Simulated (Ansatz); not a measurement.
Crystal: Pd.

```
Pd
1.0
    -1.57228    1.57228    1.57228
     1.57228   -1.57228    1.57228
     1.57228    1.57228   -1.57228
Pd
1
Direct
  0.00000 0.00000 0.00000
```

This isn't the form of Pd at room conditions, which is fcc.

```yaml
Program: Ansatz 0.2.0
Task: single point
Functional: PBE
Potentials_or_basis: Ansatz PAW
Cutoff: "420 eV (not typed: the program's choice for these potentials)"
k_mesh: 12 × 12 × 12
Occupations: fermi-dirac, width 0.05 eV
Spin: no spin polarisation
```

On this cell: pressure -1.1 GPa; band gap on the k mesh none (metal or under the smearing width).

The same run follows on a disturbed copy (cell strained at random at fixed volume):

```
Pd
1.0
    -1.59918    1.54912    1.62845
     1.60297   -1.50854    1.59166
     1.57790    1.48727   -1.58787
Pd
1
Direct
  0.01291 0.99896 0.98783
```

Question: What changes?

Answer: The energy (extrapolated to zero smearing) moves by +0.5 meV/atom; pressure -1.0 GPa; band gap on the k mesh none (metal or under the smearing width).

Stress tensor (GPa, compression positive):
```
-0.73  1.26 -0.43
 1.26 -1.96 -2.45
-0.43 -2.45 -0.34
```
